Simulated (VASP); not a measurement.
Set up this calculation in VASP 6.6.1, as the native input.

```yaml
Task: single point
Functional: PBEsol
Potentials_or_basis: VASP PAW PBE potentials, release 64 (Ba_sv, Ti_sv, O)
Cutoff: 520 eV
k_mesh: 10 × 10 × 10
Occupations: gaussian, width 0.02 eV
Spin: no spin polarisation
Further_INCAR_settings: ALGO = Normal; EDIFF = 1e-07
```

The structure of BaTiO3 lies in POSCAR:

```
BaTiO3
1.0
    3.9665800000      0.0000000000      0.0000000000
    0.0000000000      3.9665800000      0.0000000000
    0.0000000000      0.0000000000      4.0656500000
Ba Ti O
1 1 3
Direct
    0.5000000000      0.5000000000      0.5821900000
    0.0000000000      0.0000000000      0.0986100000
    0.0000000000      0.5000000000      0.0638500000
    0.5000000000      0.0000000000      0.0638500000
    0.0000000000      1.0000000000      0.5515000000
```

The cell is a database's computed one.

The input as run:

INCAR

```
SYSTEM = BaTiO3
PREC     = Accurate       ! precision mode
ENCUT    = 520            ! plane-wave cutoff, eV
EDIFF    = 1E-7           ! SCF threshold, eV
ISMEAR   = 0              ! smearing method
SIGMA    = 0.02           ! smearing width, eV
LREAL    = .False.        ! projectors in reciprocal space
LASPH    = .True.         ! aspherical terms in the spheres
NELM     = 60             ! most SCF steps
ALGO     = Normal         ! electronic algorithm
ISIF     = 2              ! what is computed and relaxed
LWAVE    = .False.        ! write WAVECAR
LCHARG   = .False.        ! write CHGCAR
GGA      = PS             ! functional
```

KPOINTS

```
Automatic mesh
0
Gamma
  10 10 10
  0 0 0
```

Potentials or basis: VASP PAW PBE potentials, release 64 (Ba_sv, Ti_sv, O).

Command:

```sh
$ cat potpaw_PBE.64/Ba_sv/POTCAR potpaw_PBE.64/Ti_sv/POTCAR potpaw_PBE.64/O/POTCAR > POTCAR
$ mpirun -np 1 vasp_std > vasp.out
```

It gave:

| Item | Value |
| --- | --- |
| Pressure | 0.2 GPa |
| Largest force | 0.003 eV/Å |
| Band gap on the k mesh | 1.76 eV, indirect (least direct gap 2.19 eV) |

Caveat: the PAW data sets were made with another functional, which shifts forces and pressure a little; spin-orbit coupling is left out, which moves the levels of the heavy elements.

It took 87 s on 1 thread of Intel(R) Xeon(R) 6975P-C (Granite Rapids), on a shared host, peak memory 0.32 GiB.
